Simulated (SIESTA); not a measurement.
La2O3:

```xyz
5
Lattice="3.9308 0.0000 0.0000 -1.9654 3.4042 0.0000 0.0000 0.0000 6.1120" Properties=species:S:1:pos:R:3 pbc="T T T"
La    0.0000    2.2694    1.5050
La    1.9654    1.1347    4.6070
O     0.0000    0.0000    0.0000
O     0.0000    2.2694    3.9477
O     1.9654    1.1347    2.1643
```

The cell is a database's computed one.

Base run:

| Item | Value |
| --- | --- |
| Program | SIESTA 5.4.2 |
| Functional | vdW-DF-cx |
| Potentials or basis | PseudoDojo 0.4 standard (PBE files) |
| Basis | DZP (energy shift 0.003 Ry; two zetas on semicore shells) |
| Grid cutoff | 800 Ry |
| Energy shift | 0.003 Ry |
| k mesh | 8 × 8 × 5 |
| Occupations | fermi-dirac, width 0.05 eV |
| Spin | no spin polarisation |

Its results: band gap on the k mesh 3.75 eV, indirect (least direct gap 3.95 eV); pressure 4.8 GPa; largest force 0.382 eV/Å.

Question: After a change of settings the same cell gave: band gap on the k mesh 3.81 eV, indirect (least direct gap 4.02 eV); pressure 8.7 GPa; largest force 0.381 eV/Å. Which change was it?
A. functional from vdW-DF-cx to PBE
B. functional from vdW-DF-cx to LDA; potentials or basis from PseudoDojo 0.4 standard (PBE files) to PseudoDojo 0.4 standard (PBE and LDA files)
C. functional from vdW-DF-cx to AM05; potentials or basis from PseudoDojo 0.4 standard (PBE files) to PseudoDojo 0.4 standard (PBEsol files)
D. functional from vdW-DF-cx to BLYP

Answer: A.

Caveats: spin-orbit coupling is left out, which moves the levels of the heavy elements; the mesh misses the band edges, which the band path finds closer together; the basis of atomic orbitals isn't converged, which shifts pressures, moduli and gaps; the potentials were made for another functional, which shifts forces and pressure (some runs).

Not every run made on this cell is shown here.
